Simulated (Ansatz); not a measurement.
Runs of Ansatz 0.2.0 on BAs. Symmetry: F-43m, No. 216, cubic system. Conventional cell: a = 4.777 Å, b = 4.777 Å, c = 4.777 Å, α = 90.00°, β = 90.00°, γ = 90.00°. As (site symmetry -43m) is surrounded by 4 B at 2.07 Å. B (site symmetry -43m) has 4 As at 2.07 Å as nearest neighbours. 

```tsv
task	level	potentials or basis	spin	cell	k mesh	cutoff (eV)	smearing	basis error allowed	mesh quality	gap on the mesh (eV)	pressure (GPa)	relaxed volume (Å³/atom)
relaxation of cell and atoms	PBE+D4	all-electron LAPW, scalar-relativistic	off	relaxed	10 × 10 × 10	-	fermi-dirac 0.05 eV	0.001 eV/atom	not flagged	1.17	0.0	13.46
band structure	PBEsol	all-electron LAPW, scalar-relativistic	off	as given	10 × 10 × 10	315	fermi-dirac 0.05 eV	0.001 eV/atom	not flagged	(d)	-0.8	-
relaxation of cell and atoms	revPBE+D4	all-electron LAPW, scalar-relativistic	off	relaxed	10 × 10 × 10	-	fermi-dirac 0.05 eV	0.001 eV/atom	not flagged	1.17	0.0	13.21
Born charges and dielectric tensor	LDA	all-electron PAW datasets made for the crystal	off	as given	10 × 10 × 10	290	fixed	-	not flagged	1.13	-	-
single point	PBE	all-electron LAPW, scalar-relativistic	off	as given	5 × 5 × 5	287	fermi-dirac 0.03 eV	0.002 eV/atom	coarse	1.18	2.9	-
phonons	PBE	all-electron LAPW, scalar-relativistic	off	as given	7 × 7 × 7	339	fermi-dirac 0.05 eV	0.001 eV/atom	not flagged	1.21	-	-
band structure	revPBE	all-electron LAPW, scalar-relativistic	off	as given	10 × 10 × 10	314	fermi-dirac 0.05 eV	0.001 eV/atom	not flagged	1.21	(b)	-
band structure	PBE+D3(BJ)	all-electron LAPW, scalar-relativistic	non-collinear, ferromagnetic start	as given	8 × 8 × 8	315	methfessel-paxton 0.15 eV	0.001 eV/atom	not flagged	(c)	-1.1	-
single point	PBE	all-electron LAPW, scalar-relativistic	off	as given	5 × 5 × 5	287	fermi-dirac 0.06 eV	0.002 eV/atom	coarse	1.18	2.9	-
single point	PBE0	all-electron PAW datasets made for the crystal	off	as given	6 × 6 × 6	380	fermi-dirac 0.05 eV	-	not flagged	(a)	-	-
single point	PBE	all-electron LAPW, scalar-relativistic	off	as given	6 × 6 × 6	271	fermi-dirac 0.02 eV	0.003 eV/atom	not flagged	1.28	2.8	-
```

Problem. Estimate the missing entries.

Solution. (a) 2.61; (b) 4.7; (c) 1.20; (d) 1.09.

Caveats: some runs use coarse meshes; an odd mesh through Γ misses points on the zone boundary, where band edges often lie (some runs); the program warned that the printed levels may be off, so bands, gaps and densities of states are rough (some runs); the program listed the state as in doubt (some runs).

A k mesh can miss the band edges, and the runs leave out spin-orbit coupling on As.

Not every run made on this cell is shown here.
